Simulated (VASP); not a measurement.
# GaSb (F-43m) in VASP: single point with r2SCAN

Aim: the single point of GaSb with r2SCAN.

All numbers are computed with VASP 6.6.1; they aren't measurements. Logs are shortened: lines on timing, memory, paths and dates and some standing lists are left out, and cuts for length are marked.

**Experimental background.**

A printed reference work, data compilation reports, for a bulk crystal of GaSb at 4.2 K: band gap 0.811 eV (direct).

The results are compared with them further down.

## 1. The cell of the first run

It takes space group F-43m (No. 216, cubic). Conventional cell: a = 6.155 Å, b = 6.155 Å, c = 6.155 Å, α = 90.00°, β = 90.00°, γ = 90.00°. Within 3.5 Å of Ga (site symmetry -43m) lie 4 Sb at 2.67 Å. Sb (site symmetry -43m) has 4 Ga at 2.67 Å within 3.5 Å.

## 2. Single point, r2SCAN

POSCAR reads:

```
GaSb
1.0
    0.0000000000      3.0776330000      3.0776330000
    3.0776330000      0.0000000000      3.0776330000
    3.0776330000      3.0776330000      0.0000000000
Ga Sb
1 1
Direct
    0.0000000000      0.0000000000      0.0000000000
    0.2500000000      0.2500000000      0.2500000000
```

INCAR.step1 reads:

```
SYSTEM = GaSb
ALGO     = Normal         ! electronic algorithm
EDIFF    = 1E-4           ! SCF threshold, eV
ENCUT    = 520            ! plane-wave cutoff, eV
GGA      = PE             ! functional
ISMEAR   = -1             ! smearing method
LASPH    = .TRUE.         ! aspherical terms in the spheres
LCHARG   = .FALSE.        ! write CHGCAR
LREAL    = .FALSE.        ! projectors in reciprocal space
LWAVE    = .TRUE.         ! write WAVECAR
NBANDS   = 16             ! bands
NELM     = 80             ! most SCF steps
PREC     = Accurate       ! precision mode
SIGMA    = 0.1            ! smearing width, eV
```

INCAR.step2 reads:

```
SYSTEM = GaSb
ALGO     = Normal         ! electronic algorithm
EDIFF    = 1E-6           ! SCF threshold, eV
ENCUT    = 520            ! plane-wave cutoff, eV
ISIF     = 2              ! what is computed and relaxed
ISMEAR   = -1             ! smearing method
ISTART   = 1            
LASPH    = .TRUE.         ! aspherical terms in the spheres
LCHARG   = .TRUE.         ! write CHGCAR
LELF     = .TRUE.         ! ELF
LMIXTAU  = .TRUE.       
LREAL    = .FALSE.        ! projectors in reciprocal space
LVHAR    = .TRUE.       
LWAVE    = .FALSE.        ! write WAVECAR
METAGGA  = R2SCAN         ! meta-GGA
NBANDS   = 16             ! bands
NELM     = 80             ! most SCF steps
PREC     = Accurate       ! precision mode
SIGMA    = 0.1            ! smearing width, eV
```

KPOINTS reads:

```
k-points
0
G
  10 10 10
  0 0 0
```

Potentials or basis: VASP PAW PBE potentials, release 64 (Ga_d, Sb).

On the command line:

```
> cat potpaw_PBE.64/Ga_d/POTCAR potpaw_PBE.64/Sb/POTCAR > POTCAR
> cp INCAR.step1 INCAR
> mpirun -np 1 vasp_std > vasp.out
> cp INCAR.step2 INCAR
> mpirun -np 1 vasp_std > vasp.out
```

OUTCAR:

```text
SYSTEM = GaSb
   EDIFF = 1E-6
   ENCUT = 520
   ISIF = 2
   ISMEAR = -1
   ISTART = 1
   LASPH = .TRUE.
   LREAL = .FALSE.
   METAGGA = R2SCAN
   NELM = 80
   PREC = Accurate

 ion  position               nearest neighbor table
   1  0.000  0.000  0.000-   2 2.67   2 2.67   2 2.67   2 2.67
   2  0.250  0.250  0.250-   1 2.67   1 2.67   1 2.67   1 2.67

  LATTYP: Found a face centered cubic cell.
 ALAT       =     6.1552660000

  Lattice vectors:

 A1 = (   0.0000000000,   3.0776330000,   3.0776330000)
 A2 = (   3.0776330000,   0.0000000000,   3.0776330000)
 A3 = (   3.0776330000,   3.0776330000,   0.0000000000)

Analysis of symmetry for initial positions (statically):
=====================================================================
 Subroutine PRICEL returns:
 Original cell was already a primitive cell.

 Routine SETGRP: Setting up the symmetry group for a
 face centered cubic supercell.

 Subroutine GETGRP returns: Found 24 space group operations
 (whereof 24 operations were pure point group operations)
 out of a pool of 48 trial point group operations.

The static configuration has the point symmetry T_d .

Analysis of symmetry for dynamics (positions and initial velocities):
=====================================================================
 Subroutine PRICEL returns:
 Original cell was already a primitive cell.

 Routine SETGRP: Setting up the symmetry group for a
 face centered cubic supercell.

 Subroutine GETGRP returns: Found 24 space group operations
 (whereof 24 operations were pure point group operations)
 out of a pool of 48 trial point group operations.

The dynamic configuration has the point symmetry T_d .

 Subroutine INISYM returns: Found 24 space group operations
 (whereof 24 operations are pure point group operations),
 and found     1 'primitive' translations

----------------------------------------------------------------------------------------

                                     Primitive cell

  volume of cell :      58.3016

  direct lattice vectors                    reciprocal lattice vectors
     0.000000000  3.077633000  3.077633000    -0.162462516  0.162462516  0.162462516
     3.077633000  0.000000000  3.077633000     0.162462516 -0.162462516  0.162462516
     3.077633000  3.077633000  0.000000000     0.162462516  0.162462516 -0.162462516

  length of vectors
     4.352430329  4.352430329  4.352430329     0.281393332  0.281393332  0.281393332

[... 79 lines left out ...]
   NELM   =     80;   NELMIN=  2; NELMDL=  0     # of ELM steps
   EDIFF  = 0.1E-05   stopping-criterion for ELM
   LREAL  =      F    real-space projection
   EDIFFG = 0.1E-04   stopping-criterion for IOM
   NSW    =      0    number of steps for IOM
   IBRION =     -1    ionic relax: 0-MD 1-quasi-New 2-CG
   NFREE  =      0    steps in history (QN), initial steepest desc. (CG)
   ISIF   =      2    stress and relaxation
   ISYM   =      2    0-nonsym 1-usesym 2-fastsym
   POTIM  = 0.5000    time-step for ionic-motion
   TEBEG  =    0.0;   TEEND  =   0.0 temperature during run
   PSTRESS=    0.0 pullay stress
   NELECT =      18.0000    total number of electrons
   NUPDOWN=      -1.0000    fix difference up-down
   EMIN   =  10.00;   EMAX   =-10.00  energy-range for DOS
   EFERMI =   0.00;   METHOD = LEGACY
   ISMEAR =    -1;   SIGMA  =   0.10  broadening in eV -4-tet -1-fermi 0-gaus
   EFERMI_NEDOS =   21; number of points for ismear=-14 and -15
   IALGO  =     38    algorithm
   IMIX   =      4    mixing-type and parameters
     AMIX     =   0.40;   BMIX     =  1.00
     AMIX_MAG =   1.60;   BMIX_MAG =  1.00
  volume/ion in A,a.u.               =      29.15       196.72
  Fermi-wavevector in a.u.,A,eV,Ry     =   1.106468  2.090921 16.657223  1.224271
  Thomas-Fermi vector in A             =   2.242969
   LORBIT       =      0    0 simple, 1 ext, 2 COOP (PROOUT), +10 PAW based schemes
   METAGGA = R2SCAN    functional components
   LHFCALC =     F    Hartree Fock is set to
   AEXX    =    0.0000 exact exchange contribution
   IVDW    =     0    specifies the selected vdW correction
   LEPSILON=     F    determine dielectric tensor
   LRPA    =     F    only Hartree local field effects (RPA)
 non-spin polarized calculation
  energy-cutoff  :      520.00
  volume of cell :       58.30
 maximum number of plane-waves:      1596
   NGX = 17   NGY = 17   NGZ = 17

 number of electron      17.9999996 magnetization

 Free energy of the ion-electron system (eV)
  ---------------------------------------------------
  ext. energy  EPLUGINS =         0.00000000
  ---------------------------------------------------
  free energy    TOTEN  =       -37.60433549 eV

  energy without entropy =      -37.60343827  energy(sigma->0) =      -37.60388688

 E-fermi :   4.7585     XC(G=0):  -9.6376

 val. band max:        4.4977099530   @ k =   0.0000   0.0000   0.0000
 cond. band min:       4.8094598270   @ k =   0.0000   0.0000   0.0000
 fundamental gap:      0.3117498740
 Fermi energy:         4.7584601314

 k-point     1 :       0.0000    0.0000    0.0000
  band No.  band energies     occupation
      1     -10.9625      2.00000
      2     -10.9625      2.00000
      3     -10.9625      2.00000
      4     -10.9082      2.00000
      5     -10.9082      2.00000
      6      -7.3039      2.00000
[... 433 lines left out ...]
      3     -10.9431      2.00000
      4     -10.9165      2.00000
      5     -10.9050      2.00000
      6      -5.6428      2.00000
[... 8 lines left out ...]
     15      15.3182      0.00000
     16      15.5014      0.00000

 [... further k-points ...]

------------------------ aborting loop because EDIFF is reached ----------------------------------------

  FORCE on cell =-STRESS in cart. coord.  units (eV):
  Direction    XX          YY          ZZ          XY          YZ          ZX
  --------------------------------------------------------------------------------------
  -------------------------------------------------------------------------------------
  Total       -0.1741228     -0.1741228     -0.1741228      0.0000000      0.0000000      0.0000000
  in kB       -4.7850415     -4.7850415     -4.7850415      0.0000000      0.0000000      0.0000000
  external PRESSURE =      -4.7850415 kB  Pullay stress =       0.0000000 kB

 VOLUME and BASIS-vectors are now :
 -----------------------------------------------------------------------------
  energy-cutoff  :      520.00
  volume of cell :       58.30
      direct lattice vectors                 reciprocal lattice vectors
     0.000000000  3.077633000  3.077633000    -0.162462516  0.162462516  0.162462516
     3.077633000  0.000000000  3.077633000     0.162462516 -0.162462516  0.162462516
     3.077633000  3.077633000  0.000000000     0.162462516  0.162462516 -0.162462516

 POSITION                                       TOTAL-FORCE (eV/Angst)
 -----------------------------------------------------------------------------------
      0.00000      0.00000      0.00000         0.000000      0.000000      0.000000
      1.53882      1.53882      1.53882        -0.000000     -0.000000     -0.000000
 -----------------------------------------------------------------------------------
    total drift:                               -0.000002     -0.000002     -0.000002

  FREE ENERGIE OF THE ION-ELECTRON SYSTEM (eV)
  ---------------------------------------------------
  free  energy   TOTEN  =       -37.6043354935 eV

  energy  without entropy=      -37.6034382701  energy(sigma->0) =      -37.60388688
```

OSZICAR.step1:

```text
N       E                     dE             d eps       ncg     rms          rms(c)
DAV:   1     0.822493485093E+02    0.82249E+02   -0.85942E+03  1520   0.136E+03
DAV:   2    -0.963603379926E+00   -0.83213E+02   -0.80467E+02  1840   0.297E+02
DAV:   3    -0.729876171226E+01   -0.63352E+01   -0.63221E+01  1736   0.643E+01
DAV:   4    -0.741358356346E+01   -0.11482E+00   -0.11481E+00  1944   0.983E+00
DAV:   5    -0.741624829469E+01   -0.26647E-02   -0.26647E-02  1848   0.132E+00    0.311E+00
DAV:   6    -0.737519786360E+01    0.41050E-01   -0.61566E-02  2152   0.384E+00    0.186E+00
DAV:   7    -0.736317772075E+01    0.12020E-01   -0.36375E-02  1728   0.153E+00    0.341E-01
DAV:   8    -0.736413052881E+01   -0.95281E-03   -0.42668E-03  1976   0.741E-01    0.787E-02
DAV:   9    -0.736460638975E+01   -0.47586E-03   -0.64892E-04  1760   0.198E-01    0.316E-02
DAV:  10    -0.736464432228E+01   -0.37933E-04   -0.39892E-05  1544   0.397E-02
   1 F= -.73646443E+01 E0= -.73635738E+01  d E =-.214113E-02
```

Run time: 70 s. Hardware: 1 thread of AMD EPYC 9R45 (Zen 5), shared host; peak memory 0.18 GiB.

Results:

| Quantity | Value |
| --- | --- |
| Free energy | -37.6043 eV |
| Pressure | -0.5 GPa |
| Band gap on the k mesh | 0.31 eV, direct |

Caveat: the PAW data sets were made with another functional, which shifts forces and pressure a little; spin-orbit coupling is left out, which moves the levels of the heavy elements.

## 3. Comparison with measurements

Step 2. Measured gap of GaSb: 0.811 eV (direct; 4.2 K; a printed reference work, data compilation). This calculation gives 0.31 eV (-0.50 eV). Spin-orbit coupling on Ga, Sb is left out. The value is that of r2SCAN on a finite k mesh, which can miss the band edges, without temperature or zero-point motion.
